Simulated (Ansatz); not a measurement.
## P: phonons across the zone

Level of theory: DFT PBE, scalar-relativistic, plane waves, PAW in Ansatz 0.2.0. Settings: 420 eV plane-wave cutoff, Γ-centred 8×10×6 mesh, fixed occupations. No spin polarisation. Phonons by linear response, acoustic sum rule imposed.

Relaxed structure:
```
CELL_PARAMETERS angstrom
4.59151 0.00000 0.04801
0.00000 3.30529 0.00000
-1.25241 0.00000 5.77674
ATOMIC_POSITIONS crystal
P 0.54092 0.00000 0.81715
P 0.13397 0.50000 0.18307
P 0.45908 0.00000 0.18285
P 0.86603 0.50000 0.81693
```

The cell was found from a structure generator's guess, not taken from experiment. The q mesh is coarse, so values between its points are rough. The run warned that its linear response isn't converged on this k mesh, so dielectric tensors, Born charges and infrared intensities are rough, and the frequencies may be too. No dispersion correction is applied, so modes and constants that involve weak contacts between layers, chains or molecules come out too soft.

Force constants from linear response on a 2×2×1 q mesh.

Path: Γ–Z–D–B–Γ–A–E–Z–C2–Y2–Γ. Only the points of the 2×2×1 mesh were computed; the rest is interpolation, which is rough on so few points. On the mesh no mode is imaginary. Distance along the path (Å⁻¹), then the branches (cm⁻¹, negative for imaginary; the LO field is included):
```
0.000  0 0 0 136 187 220 338 412 420 421 451 456
0.238  31 42 82 140 204 212 338 412 417 422 444 448
0.475  70 84 149 154 196 235 338 406 412 423 427 428
0.713  103 116 181 183 187 246 346 390 409 411 413 419
0.951  120 122 185 190 221 221 364 368 406 409 412 412
1.086  120 122 185 190 221 221 364 368 406 409 412 412
1.222  120 122 185 190 221 221 364 368 406 409 412 412
1.357  120 122 185 190 221 221 364 368 406 409 412 412
1.493  120 122 185 190 221 221 364 368 406 409 412 412
1.731  103 116 182 183 187 246 346 390 409 411 413 419
1.968  70 84 149 155 196 235 338 406 412 423 427 428
2.206  31 42 82 141 204 212 338 412 417 422 444 448
2.444  -1 0 1 137 187 220 338 412 420 421 451 457
2.579  -1 0 1 137 187 220 338 412 420 421 451 457
2.715  -1 0 1 137 187 220 338 412 420 421 451 457
2.851  0 0 0 137 187 220 338 412 420 421 451 457
2.986  0 0 0 137 187 220 338 412 420 421 451 457
3.085  15 17 17 140 186 219 340 412 420 421 451 456
3.284  42 44 52 145 178 215 353 413 419 420 450 454
3.482  57 61 85 160 163 206 373 414 416 419 449 452
3.680  64 68 115 141 178 194 392 408 415 417 448 449
3.898  63 64 136 136 186 187 395 402 417 418 447 447
4.136  66 67 150 150 205 207 383 388 425 426 434 435
4.374  96 97 133 133 245 247 366 369 419 420 430 430
4.611  116 116 127 128 267 268 353 355 410 412 429 430
4.829  116 116 132 132 268 269 352 354 409 410 428 429
5.028  122 123 138 139 260 260 355 358 408 408 426 426
5.226  122 123 159 161 243 245 360 364 406 406 420 420
5.424  120 122 181 185 225 226 364 368 406 408 413 414
5.611  120 122 181 185 225 226 364 368 406 408 413 414
5.785  122 123 159 161 243 245 360 364 406 406 420 420
5.960  122 123 138 139 260 260 355 358 408 408 426 426
6.135  116 116 132 132 268 269 352 354 409 410 428 429
6.341  116 116 127 128 267 268 353 356 410 412 429 430
6.579  96 97 133 133 245 247 366 369 419 420 430 430
6.816  66 67 150 150 205 207 383 388 425 426 434 435
7.054  63 64 136 136 186 188 395 402 417 418 447 447
7.260  65 68 115 141 178 194 392 408 415 417 448 449
7.434  57 61 85 160 163 206 373 414 416 419 449 452
7.609  42 44 52 144 178 215 353 413 419 420 450 454
7.784  15 17 17 139 186 219 340 412 420 421 451 456
```
